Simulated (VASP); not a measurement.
# Ru (P6_3/mmc) in VASP: single point with PBEsol

Aim: the single point of Ru with PBEsol.

Program: VASP 6.6.1. These are calculated values, not measurements. Logs are shortened: lines on timing, memory, paths and dates and some standing lists are left out, and cuts for length are marked.

### Step 1. Starting point

It takes space group P6_3/mmc (No. 194, hexagonal). The conventional cell has a = 2.688 Å, b = 2.688 Å, c = 4.255 Å, α = 90.00°, β = 90.00°, γ = 120.00°. Around Ru (site symmetry -6m2) lie 12 Ru at 2.63 to 2.69 Å.

### Step 2. Single point, PBEsol

INCAR

```
ALGO = Normal ; EDIFF = 1E-7
ENCUT = 520 ; GGA = PS
ICORELEVEL = 1 ; ISIF = 2
ISMEAR = 1 ; LASPH = True
LCHARG = False ; LREAL = False
LWAVE = False ; NBANDS = 21
NELM = 80 ; PREC = Accurate
SIGMA = 0.1
```

KPOINTS

```
k-points
0
Gamma
  14 9 23
```

POSCAR

```
Ru
1.0
    2.6879025100      0.0000000000      0.0000000000
    0.0000000000      4.2552090000      0.0000000000
    1.3439507500      0.0000000000      2.3277915600
Ru
2
Direct
    0.3333330000      0.7500000000      0.3333330000
    0.6666670000      0.2500000000      0.6666670000
```

Potentials or basis: VASP PAW PBE potentials, release 64 (Ru_pv).

Launch:

```bash
cat potpaw_PBE.64/Ru_pv/POTCAR > POTCAR
mpirun -np 1 vasp_std > vasp.out
```

OUTCAR:

```text
EDIFF = 1E-7
   ENCUT = 520
   GGA = PS
   ISIF = 2
   ISMEAR = 1
   LASPH = True
   LREAL = False
   NELM = 80
   PREC = Accurate

 ion  position               nearest neighbor table
   1  0.333  0.750  0.333-   2 2.63   2 2.63   2 2.63   2 2.63   2 2.63   2 2.63
   2  0.667  0.250  0.667-   1 2.63   1 2.63   1 2.63   1 2.63   1 2.63   1 2.63

  LATTYP: Found a hexagonal cell.
 ALAT       =     2.6879025057
 C/A-ratio  =     1.5830964817

  Lattice vectors:

 A1 = (  -1.3439517600,   0.0000000000,   2.3277915600)
 A2 = (   2.6879025100,   0.0000000000,   0.0000000000)
 A3 = (   0.0000000000,   4.2552090000,   0.0000000000)

Analysis of symmetry for initial positions (statically):
=====================================================================
 Subroutine PRICEL returns:
 Original cell was already a primitive cell.

 Routine SETGRP: Setting up the symmetry group for a
 hexagonal supercell.

 Subroutine GETGRP returns: Found 24 space group operations
 (whereof 12 operations were pure point group operations)
 out of a pool of 24 trial point group operations.

The static configuration has the point symmetry D_3d.
 The point group associated with its full space group is D_6h.

Analysis of symmetry for dynamics (positions and initial velocities):
=====================================================================
 Subroutine PRICEL returns:
 Original cell was already a primitive cell.

 Routine SETGRP: Setting up the symmetry group for a
 hexagonal supercell.

 Subroutine GETGRP returns: Found 24 space group operations
 (whereof 12 operations were pure point group operations)
 out of a pool of 24 trial point group operations.

The dynamic configuration has the point symmetry D_3d.
 The point group associated with its full space group is D_6h.

 Subroutine INISYM returns: Found 24 space group operations
 (whereof 12 operations are pure point group operations),
 and found     1 'primitive' translations

----------------------------------------------------------------------------------------

                                     Primitive cell

  volume of cell :      26.6243

  direct lattice vectors                    reciprocal lattice vectors
     2.687902510  0.000000000  0.000000000     0.372037303  0.000000000 -0.214795784
     0.000000000  4.255209000  0.000000000     0.000000000  0.235006083  0.000000000
     1.343950750  0.000000000  2.327791560     0.000000000  0.000000000  0.429591729

  length of vectors
     2.687902510  4.255209000  2.687902001     0.429591647  0.235006083  0.429591729

  position of ions in fractional coordinates (direct lattice)
     0.333333000  0.750000000  0.333333000
     0.666667000  0.250000000  0.666667000

  ion indices of the primitive-cell ions
   primitive index   ion index
                 1           1
                 2           2

----------------------------------------------------------------------------------------

 KPOINTS: k-points

Automatic generation of k-mesh.
 Grid dimensions read from file:
 generate k-points for:   14    9   23

 Generating k-lattice:

  Cartesian coordinates                     Fractional coordinates (reciprocal lattice)
     0.026574093  0.000000000 -0.015342556     0.071428571  0.000000000  0.000000000
     0.000000000  0.026111787  0.000000000     0.000000000  0.111111111  0.000000000
     0.000000000  0.000000000  0.018677901     0.000000000  0.000000000  0.043478261

  Length of vectors
     0.030685118  0.026111787  0.018677901

  Shift w.r.t. Gamma in fractional coordinates (k-lattice)
     0.000000000  0.000000000  0.000000000

 -----------------------------------------------------------------------------
|                                                                             |
|           W    W    AA    RRRRR   N    N  II  N    N   GGGG   !!!           |
|           W    W   A  A   R    R  NN   N  II  NN   N  G    G  !!!           |
|           W    W  A    A  R    R  N N  N  II  N N  N  G       !!!           |
|           W WW W  AAAAAA  RRRRR   N  N N  II  N  N N  G  GGG   !            |
|           WW  WW  A    A  R   R   N   NN  II  N   NN  G    G                |
|           W    W  A    A  R    R  N    N  II  N    N   GGGG   !!!           |
|                                                                             |
|     Your reciprocal lattice and k-lattice belong to different lattice       |
|     classes:                                                                |
|                                                                             |
|        The reciprocal lattice is hexagonal,                                 |
|        whereas your k-lattice is simple monoclinic.                         |
|                                                                             |
|     Results are often still useful ...                                      |
|                                                                             |
 -----------------------------------------------------------------------------

 WARNING: IBZKPT: internal override: KBLOWUP is changed to .FALSE.
      ... skipping the blow-up phase ...

 Subroutine IBZKPT returns following result:
 ===========================================

 Found    810 irreducible k-points:

 Following reciprocal coordinates:
            Coordinates               Weight
  0.000000  0.000000  0.000000      1.000000
  0.071429  0.000000 -0.000000      2.000000
  0.142857  0.000000  0.000000      2.000000
  0.214286  0.000000 -0.000000      2.000000
  0.285714  0.000000 -0.000000      2.000000
  0.357143  0.000000 -0.000000      2.000000
[... 16 lines left out ...]
  0.428571  0.222222 -0.000000      4.000000
  0.500000  0.222222 -0.000000      2.000000
 [... further k-points ...]
   k-points           NKPTS =    810   k-points in BZ     NKDIM =    810   number of bands    NBANDS=     21
   number of dos      NEDOS =    301   number of ions     NIONS =      2
   total plane-waves  NPLWV =  12800
   dimension x,y,z NGX =    20 NGY =   32 NGZ =   20
   dimension x,y,z NGXF=    40 NGYF=   64 NGZF=   40
   ions per type =               2
   NGX,Y,Z   is equivalent  to a cutoff of  12.37, 12.50, 12.37 a.u.
   NGXF,Y,Z  is equivalent  to a cutoff of  24.74, 25.00, 24.74 a.u.
 SYSTEM =  unknown system
   PREC   = accura    normal or accurate (medium, high low for compatibility)
   ISTART =      0    job   : 0-new  1-cont  2-samecut
   ICHARG =      2    charge: 1-file 2-atom 10-const
   ISPIN  =      1    spin polarized calculation?
   LNONCOLLINEAR =      F non collinear calculations
   LSORBIT =      F    spin-orbit coupling
   LASPH  =      T    aspherical Exc in radial PAW
   ENCUT  =  520.0 eV  38.22 Ry    6.18 a.u.   5.00  7.91  5.00*2*pi/ulx,y,z
   NELM   =     80;   NELMIN=  2; NELMDL= -5     # of ELM steps
   EDIFF  = 0.1E-06   stopping-criterion for ELM
   LREAL  =      F    real-space projection
   EDIFFG = 0.1E-05   stopping-criterion for IOM
   NSW    =      0    number of steps for IOM
   IBRION =     -1    ionic relax: 0-MD 1-quasi-New 2-CG
   NFREE  =      0    steps in history (QN), initial steepest desc. (CG)
   ISIF   =      2    stress and relaxation
   ISYM   =      2    0-nonsym 1-usesym 2-fastsym
   POTIM  = 0.5000    time-step for ionic-motion
   TEBEG  =    0.0;   TEEND  =   0.0 temperature during run
   PSTRESS=    0.0 pullay stress
   NELECT =      28.0000    total number of electrons
   NUPDOWN=      -1.0000    fix difference up-down
   EMIN   =  10.00;   EMAX   =-10.00  energy-range for DOS
   EFERMI =   0.00;   METHOD = LEGACY
   ISMEAR =     1;   SIGMA  =   0.10  broadening in eV -4-tet -1-fermi 0-gaus
   EFERMI_NEDOS =   21; number of points for ismear=-14 and -15
   IALGO  =     38    algorithm
   IMIX   =      4    mixing-type and parameters
     AMIX     =   0.40;   BMIX     =  1.00
     AMIX_MAG =   1.60;   BMIX_MAG =  1.00
  volume/ion in A,a.u.               =      13.31        89.83
  Fermi-wavevector in a.u.,A,eV,Ry     =   1.664823  3.146059 37.710382  2.771635
  Thomas-Fermi vector in A             =   2.751300
   LORBIT       =      0    0 simple, 1 ext, 2 COOP (PROOUT), +10 PAW based schemes
   GGA     = PS    functional components
   LHFCALC =     F    Hartree Fock is set to
   AEXX    =    0.0000 exact exchange contribution
   IVDW    =     0    specifies the selected vdW correction
   LEPSILON=     F    determine dielectric tensor
   LRPA    =     F    only Hartree local field effects (RPA)
 non-spin polarized calculation
 Methfessel and Paxton  Order N= 1 SIGMA  =   0.10
  energy-cutoff  :      520.00
  volume of cell :       26.62
 maximum number of plane-waves:       736
   NGX =  9   NGY = 15   NGZ =  9

 number of electron      27.9999997 magnetization

 Free energy of the ion-electron system (eV)
  ---------------------------------------------------
  ext. energy  EPLUGINS =         0.00000000
  ---------------------------------------------------
  free energy    TOTEN  =       -20.34218577 eV

  energy without entropy =      -20.34211841  energy(sigma->0) =      -20.34216332

 the core state eigenenergies are
   1-  1s -21917.3502  2s  -3137.7381  2p  -2808.2705  3s   -539.3802  3p   -431.1524
       3d   -257.1514  4s    -59.9629
   2-  1s -21917.3502  2s  -3137.7381  2p  -2808.2705  3s   -539.3802  3p   -431.1524
       3d   -257.1514  4s    -59.9629

 E-fermi :  13.0573     XC(G=0): -14.4037

 val. band max:       13.0568691101   @ k =  -0.0714   0.1111   0.2174
 cond. band min:      13.0580717172   @ k =   0.2857   0.2222   0.3043
 fundamental gap:      0.0012026072
 Fermi energy:        13.0572763841

 k-point     1 :       0.0000    0.0000    0.0000
  band No.  band energies     occupation
      1     -30.6198      2.00000
      2     -29.6192      2.00000
      3     -29.6192      2.00000
      4     -29.4379      2.00000
      5     -29.4379      2.00000
      6     -29.3940      2.00000
[... 13 lines left out ...]
     20      23.3099      0.00000
     21      23.6148      0.00000

 k-point     2 :       0.0714    0.0000   -0.0000
  band No.  band energies     occupation
      1     -30.6011      2.00000
      2     -29.6591      2.00000
      3     -29.6327      2.00000
      4     -29.4796      2.00000
      5     -29.4433      2.00000
      6     -29.4026      2.00000
[... 232 lines left out ...]
 k-point    12 :       0.2143    0.1111   -0.0000
  band No.  band energies     occupation
      1     -30.4446      2.00000
      2     -29.9185      2.00000
      3     -29.7808      2.00000
      4     -29.7136      2.00000
      5     -29.4912      2.00000
      6     -29.4811      2.00000
[... 13 lines left out ...]
     20      23.3097      0.00000
     21      24.1233      0.00000

------------------------ aborting loop because EDIFF is reached ----------------------------------------

  FORCE on cell =-STRESS in cart. coord.  units (eV):
  Direction    XX          YY          ZZ          XY          YZ          ZX
  --------------------------------------------------------------------------------------
  -------------------------------------------------------------------------------------
  Total        0.1149440     -0.2025971      0.1149440      0.0000000      0.0000000     -0.0000000
  in kB        6.9170121    -12.1917320      6.9170104      0.0000000      0.0000000     -0.0000015
  external PRESSURE =       0.5474302 kB  Pullay stress =       0.0000000 kB

 VOLUME and BASIS-vectors are now :
 -----------------------------------------------------------------------------
  energy-cutoff  :      520.00
  volume of cell :       26.62
      direct lattice vectors                 reciprocal lattice vectors
     2.687902510  0.000000000  0.000000000     0.372037303  0.000000000 -0.214795784
     0.000000000  4.255209000  0.000000000     0.000000000  0.235006083  0.000000000
     1.343950750  0.000000000  2.327791560     0.000000000  0.000000000  0.429591729

 POSITION                                       TOTAL-FORCE (eV/Angst)
 -----------------------------------------------------------------------------------
      1.34395      3.19141      0.77593        -0.000000     -0.000000      0.000000
      2.68790      1.06380      1.55186         0.000000      0.000000     -0.000000
 -----------------------------------------------------------------------------------
    total drift:                                0.000213      0.000000      0.000334

  FREE ENERGIE OF THE ION-ELECTRON SYSTEM (eV)
  ---------------------------------------------------
  free  energy   TOTEN  =       -20.3421857701 eV

  energy  without entropy=      -20.3421184149  energy(sigma->0) =      -20.34216332
```

Wall time 2 min (1 thread of Intel Xeon 6975P-C (Granite Rapids), shared host); peak memory 0.42 GiB.

What came out:

```yaml
Free_energy: -20.3422 eV
Pressure: 0.1 GPa
Band_gap_on_the_k_mesh: none (metal or under the smearing width)
```

Core levels (eV, on the scale of the bands):
```csv
atom,levels
1 Ru,"1s -21917.4, 2s -3137.7, 2p -2808.3, 3s -539.4, 3p -431.2, 3d -257.2, 4s -60.0"
2 Ru,"1s -21917.4, 2s -3137.7, 2p -2808.3, 3s -539.4, 3p -431.2, 3d -257.2, 4s -60.0"
```

Caveat: the PAW data sets were made with another functional, which shifts forces and pressure a little.
